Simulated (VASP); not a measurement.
Set up this calculation in VASP 6.6.1, as the native input.

```yaml
Task: single point
Functional: PBE
Dispersion: D3(BJ)
Potentials_or_basis: VASP PAW PBE potentials, release 64 (C, O, H)
Cutoff: 520 eV
k_mesh: 1 × 1 × 1
Occupations: fermi-dirac, width 0.02 eV
Spin: no spin polarisation
Dipole_correction: no
Further_INCAR_settings: LREAL = Auto; ALGO = Normal; EDIFF = 1e-06; NBANDS = 66
```

The structure of H4CO lies in POSCAR:

```
H4CO
1.0
    7.3803230000      0.0000000000      0.0000000000
    0.0000000000      7.3803230000      0.0000000000
    0.0000000000      0.0000000000      7.3803230000
C O H
6 6 24
Direct
    0.4388561314      0.4562943925      0.9149193064
    0.9273306873      0.1548306219      0.0613794274
    0.8996760711      0.4373385826      0.6883845057
    0.6451750147      0.9434004447      0.6148375891
   -0.0491577401      0.7196026515      0.1709139288
    0.4716866728      0.3981397562      0.4086813003
    0.2628340250      0.4117841455      0.9773149495
    0.7433143509      0.1022719466      0.0812837053
    1.0220826378      0.5900012777      0.6968258706
    0.7223396591      0.8664932416      0.7803452505
    0.0749425195      0.6034559734      0.2623733406
    0.3886279774      0.5526180900      0.4979456861
    0.4650609465      0.5753135737      0.9969346870
    0.2410599103      0.2925075230      0.9318697840
    0.5403693036      0.3454591351      0.9535219529
    0.4523650252      0.4699116827      0.7627985930
    0.9372489524      0.3067751913      0.0542930167
    0.7249005226      0.0478569840     -0.0402827898
    0.9875042054      0.1072039801      0.1876747129
    0.9912167801      0.1033423605     -0.0588998612
    0.8874950324      0.4156864137      0.8327142322
    1.1066453325      0.5394343852      0.7790851430
    0.7653594565      0.4583810221      0.6213549190
    0.9696865571      0.3276956849      0.6155150662
    0.5390820971      1.0312827772      0.6564211350
    0.8451120635      0.8090838301      0.7533952105
    0.7376370926      1.0209444763      0.5327815598
    0.5827658220      0.8325380881      0.5321989295
   -0.1247641872      0.8022142120      0.2695139495
    0.1307395354      0.5253699601      0.1716591537
    0.0249040591      0.8159669977      0.0839394157
   -0.1479474543      0.6371807846      0.0941422211
    0.3881266443      0.2854211123      0.4490182882
    0.2667362932      0.5742025112      0.4563892393
    0.4682586385      0.3951724064      0.2657742757
    0.6005834704      0.3790213518      0.4651964419
```

The cell was built by a generator and needn't be a form met in nature.

The input as run:

INCAR

```
PREC = Accurate
ENCUT = 520
EDIFF = 1E-6
ISMEAR = -1
SIGMA = 0.02
LREAL = Auto
LASPH = True
NELM = 100
ALGO = Normal
ISIF = 2
LWAVE = False
LCHARG = False
GGA = PE
IVDW = 12
NBANDS = 66
```

KPOINTS

```
regular mesh
0
Gamma
  1 1 1
```

Potentials or basis: VASP PAW PBE potentials, release 64 (C, O, H).

Launch:

```console
$ cat potpaw_PBE.64/C/POTCAR potpaw_PBE.64/O/POTCAR potpaw_PBE.64/H/POTCAR > POTCAR
$ mpirun -np 1 vasp_gam > vasp.out
```

Results of the run:

The pressure is 1.1 GPa and the largest force is 3.017 eV/Å. The band gap on the k mesh is 4.37 eV, direct and the dispersion energy per atom is -0.035 eV.

Wall time 33 s on 1 thread of AMD EPYC 9R45 96-Core Processor (Zen 5), with other jobs on the host, peak memory 0.34 GiB.
